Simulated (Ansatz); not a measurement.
# Orbital-resolved density of states of C

```xyz
2
Lattice="0.0000 1.7834 1.7834 1.7834 0.0000 1.7834 1.7834 1.7834 0.0000" Properties=species:S:1:pos:R:3 pbc="T T T"
C     1.7834    1.7834    1.7834
C     2.6751    2.6751    2.6751
```

Atoms are numbered in the order listed.

The cell is COD entry 9008564, as deposited and not checked against the literature; nothing was relaxed.

All numbers below come from Ansatz 0.2.0, DFT, PBE, all-electron LAPW, scalar-relativistic.

Numerical set-up: a Γ-centred 20×20×20 k mesh, Fermi–Dirac smearing of 0.08 eV, basis error target 0.5 meV/atom, no spin polarisation.

States per eV for one atom of each kind, in 0.4 eV bins named by their centres, from the valence-band top, projected on a minimal set of Löwdin-orthogonalised atomic shells; orbitals are real harmonics on the Cartesian axes, equal curves share a column, and empty bins are left out, as is all above 5.3 eV, near the top of the computed bands.

C1 2p:

```
# E all pz=px=py
-11.8 0.14 0.05
-11.4 0.22 0.07
-11.0 0.16 0.05
-10.6 0.12 0.04
-10.2 0.11 0.04
-9.8 0.10 0.03
-9.4 0.09 0.03
-9.0 0.16 0.05
-8.6 0.22 0.07
-8.2 0.22 0.07
-7.8 0.22 0.07
-7.4 0.24 0.08
-7.0 0.26 0.09
-6.6 0.29 0.10
-6.2 0.36 0.12
-5.8 0.36 0.12
-5.4 0.36 0.12
-5.0 0.35 0.12
-4.6 0.34 0.11
-4.2 0.33 0.11
-3.8 0.33 0.11
-3.4 0.32 0.11
-3.0 0.31 0.10
-2.6 0.24 0.08
-2.2 0.17 0.06
-1.8 0.13 0.04
-1.4 0.11 0.04
-1.0 0.08 0.03
-0.6 0.06 0.02
-0.2 0.03 0.01
4.6 0.03 0.01
5.0 0.06 0.02
```

C1 2s:

```
# E all
-11.8 0.06
-11.4 0.11
-11.0 0.08
-10.6 0.06
-10.2 0.05
-9.8 0.04
-9.4 0.04
-9.0 0.04
-8.6 0.04
-8.2 0.04
-7.8 0.04
-7.4 0.03
-7.0 0.03
-6.6 0.03
-6.2 0.03
-5.8 0.03
-5.4 0.02
-5.0 0.02
-4.6 0.02
-4.2 0.01
-3.8 0.01
-3.4 0.01
-3.0 0.01
-2.6 0.01
4.6 0.02
5.0 0.04
```
